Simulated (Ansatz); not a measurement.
# Zn: relaxing the structure by PAW and LAPW

Aim: relax Zn (cell and atoms relaxed from the given volume) with PAW and LAPW. Both runs start alike, so that frozen cores can be judged against all electrons.

This is Zn in the fcc structure; at room conditions it is hcp.

Method: DFT PBEsol, scalar-relativistic, in Ansatz 0.2.0.

### 1 The structure to begin with

Symmetry: Fm-3m, No. 225, cubic system. Conventional cell: a = 3.930 Å, b = 3.930 Å, c = 3.930 Å, α = 90.00°, β = 90.00°, γ = 90.00°. Zn (site symmetry m-3m) has 12 Zn at 2.78 Å as nearest neighbours.

Structure file:

```cif
data_structure
_symmetry_space_group_name_H-M 'Fm-3m'
_symmetry_Int_Tables_number 225
_cell_length_a 3.9296
_cell_length_b 3.9296
_cell_length_c 3.9296
_cell_angle_alpha 90.000
_cell_angle_beta 90.000
_cell_angle_gamma 90.000
_cell_volume 60.68
loop_
_atom_site_label
_atom_site_type_symbol
_atom_site_symmetry_multiplicity
_atom_site_Wyckoff_symbol
_atom_site_fract_x
_atom_site_fract_y
_atom_site_fract_z
_atom_site_occupancy
Zn1 Zn 4 a 0.00000 0.00000 0.00000 1
```

The file gives the conventional cell by its symmetry; the runs use the cell typed in the input.

Structure from a Materials Project entry, not relaxed further.

### 2 PAW with frozen cores

input.yaml

```yaml
crystal:
  lattice:
    - [0.0, 1.964776, 1.964776]
    - [1.964776, 0.0, 1.964776]
    - [1.964776, 1.964776, 0.0]
  atoms:
    - { symbol: Zn, position: [0.0, 0.0, 0.0] }
kpoints:
  mp_grid: { grid: [14, 14, 14] }
scf:
  occupations: { method: fermi_dirac, width: 0.05 }
hamiltonian:
  xc: pbesol
  pseudopotentials: { kind: paw }
output:
  forces: true
  stress: true
  efg: { contact_densities: true }
relax:
  f_tol: 0.005
  max_steps: 80
  cell: {}
```

The run is started by

```bash
$ ansatz run input.yaml --threads 1 --pin off --max-ram 2048MiB --backend cpu --events-out ev --progress --plain --runs-dir out
```

Output:

```text
Engine: ansatz 0.2.0
Pseudopotentials: kind: paw
Pseudopotential: Zn, paw, valence charge 12, recommended cutoff 420 eV (normal)
Functional definition: PBEsol
  exchange = pbesol_x
  correlation = pbesol_c
Crystal: 1 atoms, lattice volume = 15.169 Å³
Basis set: ecut = 420 eV, 307 PW (Γ), exchange–correlation on 40×40×40 points (8 copies of the dense FFT grid, shifted against one another)
Bands: 10, of which v1, the nominal top of the filled ones, is band 6 counted from 1 (5 counted from 0)
Symmetry: 48 space group operations
Space group: Fm-3m (ITA 225), of the structure as read, at distance tolerance 2.5e-5 Å
k-points: 104 of 2744
Non-local potential: Zn, projectors of the file, l = 0: 2, l = 1: 2, l = 2: 3, l = 3: 1
PAW form: soft (Blöchl's): semilocal exchange-correlation on the pseudo side does not see the compensation charge
PAW frozen core: Zn, regenerated for the run's functional, and the local potential with it (the file was generated under x = pbe(κ = 0.804, μ = 0.2195149727645171), c = pbe(β = 0.06672455060314922))
PAW one-centre angular grid: Zn, 590 points (default); XC on 64 Gauss nodes
Initial density: superposition of atomic densities (neutral atoms: chi_scale 0, normalization atom), corrected by the library's trained network
Initial wavefunctions: pseudopotential atomic-orbital guess
Functional: x = pbesol(κ = 0.804, μ = 0.12345679012345678), c = pbesol(β = 0.046)
SCF iter   1: F=—  HF=-3280.871047 eV  |F-HF|=—  |Δ(HF+E_count)|=         —  Δρ=3.51e-3  dr2=7.79e-4  ethr=1.77e-3  ⟨swp⟩=4.9  Hψ=6691  notcnv=0
preconditioner: auto → none  [insulator: Δε(μ)=0.316 eV  Ē_g=16.967 eV  σ=0.050 eV  W_gap=0.79  n_scr=0 (ndim 8)  ℏωp=33.0 eV  f_vac=0.000  D(μ)=0.12/eV (n_scr^D=0)  ε∞_Penn≈4.8]
SCF iter   2: F=—  HF=-3280.870626 eV  |F-HF|=—  |Δ(HF+E_count)|=   4.20e-4  Δρ=6.09e-4  dr2=4.53e-5  ethr=6.49e-6  ⟨swp⟩=2.0  Hψ=2829  notcnv=0  defer=1
SCF iter   3: F=—  HF=-3280.870591 eV  |F-HF|=—  |Δ(HF+E_count)|=   3.49e-5  Δρ=7.31e-4  dr2=2.83e-5  ethr=3.77e-7  ⟨swp⟩=2.0  Hψ=1661  notcnv=0  defer=1
SCF iter   4: F=—  HF=-3280.870599 eV  |F-HF|=—  |Δ(HF+E_count)|=   8.01e-6  Δρ=2.37e-4  dr2=5.74e-6  ethr=2.36e-7  ⟨swp⟩=2.1  Hψ=1583  notcnv=0  defer=1
SCF iter   5: F=—  HF=-3280.870598 eV  |F-HF|=—  |Δ(HF+E_count)|=   1.35e-6  Δρ=1.60e-4  dr2=2.42e-6  ethr=4.79e-8  ⟨swp⟩=1.0  Hψ=1055  notcnv=0  defer=1
SCF iter   6: F=-3280.870597 eV  HF=-3280.870597 eV  |F-HF|=7.77e-8  |Δ(HF+E_count)|=   9.10e-7  Δρ=2.65e-5  dr2=6.48e-8  ethr=8.33e-10  ⟨swp⟩=3.3  Hψ=4292  notcnv=0
SCF 1 converged in 6 iterations: F = -3280.870597 eV  dr2 = 6.48e-8
relax step   1: F+E_penalty+E_count = -3280.87059689 eV  Δ(F+E_penalty+E_count) = +0.000e0 eV  max|allowed force component| = 0.000e0 eV/Å  Δτ_max = 0.0000 Å  P = -4.922 GPa  Ω = 15.169 Å³  (6 SCF iters, dr2 threshold 1.00e-7 eV, accepted)
Crystal: 1 atoms, lattice volume = 14.430 Å³
Basis set: ecut = 420 eV, 283 PW (Γ), exchange–correlation on 40×40×40 points (8 copies of the dense FFT grid, shifted against one another)
Initial density: handed on by an earlier stage of this run
Initial wavefunctions: those handed on with the density
iter 1 solved again at ethr=2.61e-5 eV; its pass at ethr=3.10e-3 eV (dr2=3.13e-3 eV) is discarded
SCF iter   1: F=—  HF=-3280.887069 eV  |F-HF|=—  |Δ(HF+E_count)|=         —  Δρ=5.75e-3  dr2=3.17e-3  ethr=2.61e-5  ⟨swp⟩=1.1  Hψ=9645  notcnv=0
preconditioner: auto → none  [insulator: Δε(μ)=0.270 eV  Ē_g=17.402 eV  σ=0.050 eV  W_gap=0.84  n_scr=0 (ndim 8)  ℏωp=33.9 eV  f_vac=0.000  D(μ)=0.14/eV (n_scr^D=0)  ε∞_Penn≈4.8]
SCF iter   2: F=—  HF=-3280.886372 eV  |F-HF|=—  |Δ(HF+E_count)|=   6.97e-4  Δρ=2.34e-3  dr2=3.34e-4  ethr=2.61e-5  ⟨swp⟩=2.0  Hψ=2048  notcnv=0
SCF iter   3: F=—  HF=-3280.886027 eV  |F-HF|=—  |Δ(HF+E_count)|=   3.46e-4  Δρ=6.76e-4  dr2=5.73e-5  ethr=2.78e-6  ⟨swp⟩=2.0  Hψ=1714  notcnv=0
SCF iter   4: F=—  HF=-3280.886002 eV  |F-HF|=—  |Δ(HF+E_count)|=   2.46e-5  Δρ=7.38e-5  dr2=5.34e-7  ethr=4.77e-7  ⟨swp⟩=2.0  Hψ=1716  notcnv=0
SCF iter   5: F=-3280.886002 eV  HF=-3280.886002 eV  |F-HF|=1.51e-8  |Δ(HF+E_count)|=   4.15e-7  Δρ=7.10e-6  dr2=3.87e-9  ethr=8.33e-10  ⟨swp⟩=4.5  Hψ=3521  notcnv=0
SCF 2 converged in 5 iterations: F = -3280.886002 eV  dr2 = 3.87e-9
relax step   2: F+E_penalty+E_count = -3280.88600236 eV  Δ(F+E_penalty+E_count) = -1.541e-2 eV  max|allowed force component| = 0.000e0 eV/Å  Δτ_max = 0.0000 Å  P = -1.335 GPa  Ω = 14.430 Å³  energy of the carried Pulay correction = +5.178e-4 eV  (5 SCF iters, dr2 threshold 1.00e-7 eV, accepted)
Crystal: 1 atoms, lattice volume = 14.172 Å³
iter 1 solved again at ethr=3.46e-6 eV; its pass at ethr=3.10e-3 eV (dr2=4.15e-4 eV) is discarded
SCF iter   1: F=—  HF=-3280.887275 eV  |F-HF|=—  |Δ(HF+E_count)|=         —  Δρ=2.21e-3  dr2=4.62e-4  ethr=3.46e-6  ⟨swp⟩=2.1  Hψ=9351  notcnv=0
preconditioner: auto → none  [insulator: Δε(μ)=0.237 eV  Ē_g=17.618 eV  σ=0.050 eV  W_gap=0.81  n_scr=0 (ndim 8)  ℏωp=34.2 eV  f_vac=0.000  D(μ)=0.16/eV (n_scr^D=0)  ε∞_Penn≈4.8]
SCF iter   2: F=—  HF=-3280.887171 eV  |F-HF|=—  |Δ(HF+E_count)|=   1.04e-4  Δρ=8.84e-4  dr2=4.59e-5  ethr=3.46e-6  ⟨swp⟩=2.0  Hψ=1721  notcnv=0
SCF iter   3: F=—  HF=-3280.887123 eV  |F-HF|=—  |Δ(HF+E_count)|=   4.82e-5  Δρ=2.66e-4  dr2=8.64e-6  ethr=3.83e-7  ⟨swp⟩=2.0  Hψ=1651  notcnv=0
SCF iter   4: F=-3280.887120 eV  HF=-3280.887120 eV  |F-HF|=3.20e-8  |Δ(HF+E_count)|=   3.15e-6  Δρ=3.05e-5  dr2=8.52e-8  ethr=8.33e-10  ⟨swp⟩=3.5  Hψ=4412  notcnv=0
SCF 3 converged in 4 iterations: F = -3280.887120 eV  dr2 = 8.52e-8
relax step   3: F+E_penalty+E_count = -3280.88711999 eV  Δ(F+E_penalty+E_count) = -1.118e-3 eV  max|allowed force component| = 0.000e0 eV/Å  Δτ_max = 0.0000 Å  P = +0.201 GPa  Ω = 14.172 Å³  energy of the carried Pulay correction = +7.039e-4 eV  (4 SCF iters, dr2 threshold 1.00e-7 eV, accepted)
Crystal: 1 atoms, lattice volume = 14.205 Å³
iter 1 solved again at ethr=5.61e-8 eV; its pass at ethr=3.10e-3 eV (dr2=6.73e-6 eV) is discarded
SCF iter   1: F=—  HF=-3280.887118 eV  |F-HF|=—  |Δ(HF+E_count)|=         —  Δρ=2.90e-4  dr2=7.16e-6  ethr=5.61e-8  ⟨swp⟩=2.2  Hψ=9074  notcnv=0
preconditioner: auto → none  [insulator: Δε(μ)=0.246 eV  Ē_g=17.626 eV  σ=0.050 eV  W_gap=0.82  n_scr=0 (ndim 8)  ℏωp=34.1 eV  f_vac=0.000  D(μ)=0.15/eV (n_scr^D=0)  ε∞_Penn≈4.7]
SCF iter   2: F=—  HF=-3280.887117 eV  |F-HF|=—  |Δ(HF+E_count)|=   6.32e-7  Δρ=9.98e-5  dr2=6.65e-7  ethr=5.61e-8  ⟨swp⟩=2.0  Hψ=1632  notcnv=0
SCF iter   3: F=—  HF=-3280.887116 eV  |F-HF|=—  |Δ(HF+E_count)|=   7.78e-7  Δρ=3.99e-5  dr2=1.51e-7  ethr=8.33e-10  ⟨swp⟩=4.8  Hψ=3661  notcnv=0
SCF iter   4: F=-3280.887116 eV  HF=-3280.887116 eV  |F-HF|=1.22e-9  |Δ(HF+E_count)|=   4.87e-8  Δρ=4.71e-6  dr2=2.10e-9  ethr=8.33e-10  ⟨swp⟩=3.9  Hψ=3214  notcnv=0
SCF 4 converged in 4 iterations: F = -3280.887116 eV  dr2 = 2.10e-9
relax step   4: F+E_penalty+E_count = -3280.88711624 eV  Δ(F+E_penalty+E_count) = +3.749e-6 eV  max|allowed force component| = 0.000e0 eV/Å  Δτ_max = 0.0000 Å  P = -0.005 GPa  Ω = 14.205 Å³  energy of the carried Pulay correction = +6.798e-4 eV  (4 SCF iters, dr2 threshold 1.00e-7 eV, accepted)
Initial wavefunctions: pseudopotential atomic-orbital guess (no wavefunctions were taken with the density)
iter 1 solved again at ethr=1.37e-7 eV; its pass at ethr=3.10e-3 eV (dr2=1.64e-5 eV) is discarded
SCF iter   1: F=—  HF=-3280.886561 eV  |F-HF|=—  |Δ(HF+E_count)|=         —  Δρ=1.10e-4  dr2=4.58e-7  ethr=1.37e-7  ⟨swp⟩=2.9  Hψ=9644  notcnv=0
preconditioner: auto → none  [insulator: Δε(μ)=0.245 eV  Ē_g=17.623 eV  σ=0.050 eV  W_gap=0.82  n_scr=0 (ndim 8)  ℏωp=34.1 eV  f_vac=0.000  D(μ)=0.15/eV (n_scr^D=0)  ε∞_Penn≈4.8]
SCF iter   2: F=—  HF=-3280.886562 eV  |F-HF|=—  |Δ(HF+E_count)|=   9.06e-7  Δρ=1.62e-4  dr2=1.74e-6  ethr=3.82e-9  ⟨swp⟩=2.1  Hψ=1701  notcnv=0
SCF iter   3: F=—  HF=-3280.886562 eV  |F-HF|=—  |Δ(HF+E_count)|=  1.21e-10  Δρ=3.84e-5  dr2=1.21e-7  ethr=3.82e-9  ⟨swp⟩=2.0  Hψ=1664  notcnv=0
SCF iter   4: F=—  HF=-3280.886562 eV  |F-HF|=—  |Δ(HF+E_count)|=   1.50e-7  Δρ=4.92e-6  dr2=1.09e-9  ethr=1.00e-9  ⟨swp⟩=2.0  Hψ=1653  notcnv=0
SCF iter   5: F=—  HF=-3280.886562 eV  |F-HF|=—  |Δ(HF+E_count)|=  9.80e-10  Δρ=1.41e-7  dr2=2.39e-12  ethr=1.00e-12  ⟨swp⟩=4.6  Hψ=4951  notcnv=0
SCF iter   6: F=-3280.886562 eV  HF=-3280.886562 eV  |F-HF|=9.09e-13  |Δ(HF+E_count)|=  4.55e-12  Δρ=7.97e-9  dr2=4.04e-15  ethr=1.00e-12  ⟨swp⟩=4.9  Hψ=3808  notcnv=0
SCF 5 converged in 6 iterations: F = -3280.886562 eV  dr2 = 4.04e-15
relax step   5: F+E_penalty+E_count = -3280.88656205 eV  Δ(F+E_penalty+E_count) = +5.542e-4 eV  max|allowed force component| = 0.000e0 eV/Å  Δτ_max = 0.0000 Å  P = -0.041 GPa  Ω = 14.205 Å³  stress off target by 4.07e-2 GPa  SCF on the basis re-selected at this cell (its energy is not comparable with the rows above)  (6 SCF iters)
basis re-selected at this cell: Δ(F+E_penalty+E_count) = +5.542e-4 eV, ΔP = -0.036 GPa vs the last step (what re-selecting the basis moved, of the pressure what is left beyond the Pulay correction that the steps carried, after the strain that the cell walked since its last selection, with what the two solves' SCF thresholds leave and, on support functions, any second-order correction that the steps lacked; it is no measure of the basis error at this ecutwfc). This SCF's stress stands 4.07e-2 GPa from its target on what of the cell is left free (relax.cell.stress_tol is 5.00e-2 GPa) and its largest allowed force component is 0.00e0 eV/Å (relax.f_tol is 5.00e-3 eV/Å): within both
SCF converged after 6 iterations
Free energy (F): -3280.886562 eV
Harris-Foulkes:  -3280.886562 eV  (|F-HF|=9.09e-13)
Internal energy: -3280.885105 eV  (E = F + TS)
E sigma→0 (E₀):  -3280.885833 eV
Entropy (-TS):   -0.001457 eV (-1.457 meV/atom)
Fermi energy:    11.863090 eV
--- Per-component energies (eV) ---
  E_band       = 58.015712
  E_kinetic    = 131.756039
  E_local      = -1487.595931  (includes V_loc(G=0)·N_el)
  E_nonlocal   = 611.511328
  E_hartree    = 623.197854
  E_xc         = -136.726982
  E_vxc        = -53.827577  (∫ρ·V_xc dr)
  E_paw        = -1787.387941  (= ΣΔE_a)
  E_vpaw       = -390.223487  (= ΣTr[D̂ρ^β])
  E_aug_tail   = -0.000369  (compensation charges beyond the density's cutoff)
  E_ewald      = -1236.436457
  E_core_change = 0.797355  (= ΣΔE_core)
  E_smearing   = -0.001457  (= −TS)
  E_closure    = 0.000000  (closes the sum)
  Σ components = -3280.886562   (vs F -3280.886562, Δ=0.00e0)
--- Forces (eV/Å), atoms counted from 1 ---
  atom   1  Zn    -0.00000000    -0.00000000     0.00000000
  max |Σ_I F_I| component: 8.63e-32 eV/Å
--- Stress (GPa, compression-positive) ---
       -0.040671       0.000000       0.000000
        0.000000      -0.040671      -0.000000
        0.000000       0.000000      -0.040671
  P = ⅓ Tr σ = -0.0407 GPa (-0.407 kbar)
--- PAW observables at the nuclei: V_zz in 10²¹ V/m², potentials from the cell's mean, atoms counted from 1 ---
  atom   1  Zn V_zz =    +0.000000   η = 0.0000   by run symmetry: forbidden
            electrostatic potential = -3947.352094 V   contact ρ = 166282.659856 e/Å³
--- Relaxed structure (4 steps of the walk, 4 accepted, 1 SCFs on fresh bases) ---
  F+E_penalty+E_count = -3280.88656205 eV   max|allowed force component| = 0.000e0 eV/Å   (the final SCF, on the basis selected at the relaxed cell)
  cell:  # Å, volume = 14.2055 Å³
    - [-3.1846075205597437e-34, 1.9222451501698419, 1.9222451501698419]
    - [1.9222451501698419, 4.585834829606032e-34, 1.9222451501698419]
    - [1.9222451501698419, 1.9222451501698419, -3.1846075205597424e-34]
  atoms:
    - { symbol: Zn, position: [0.0, 0.0, 0.0] }
```

It took 10 s on 1 thread, shared host.

Relaxation path:

| step | energy from step 1 (eV/cell) | largest force component (eV/Å) | pressure (GPa) | volume (Å³) |
| --- | --- | --- | --- | --- |
| 1 | 0.0000 | 0.0000 | -4.92 | 15.17 |
| 2 | -0.0154 | 0.0000 | -1.34 | 14.43 |
| 3 | -0.0165 | 0.0000 | 0.20 | 14.17 |
| 4 | -0.0165 | 0.0000 | 0.00 | 14.21 |
| 5 | -0.0160 | 0.0000 | -0.04 | 14.21 |

Step 1 is the start. Step 5 repeats the geometry before on a plane-wave basis chosen anew for that cell, so the energy can jump there without any move; the table keeps such jumps.

| input's cell | before | after | change |
| --- | --- | --- | --- |
| a (Å) | 2.779 | 2.718 | -2.2 % |
| b (Å) | 2.779 | 2.718 | -2.2 % |
| c (Å) | 2.779 | 2.718 | -2.2 % |
| volume (Å³/atom) | 15.17 | 14.21 | -6.4 % |

[end of part 1 of 2]
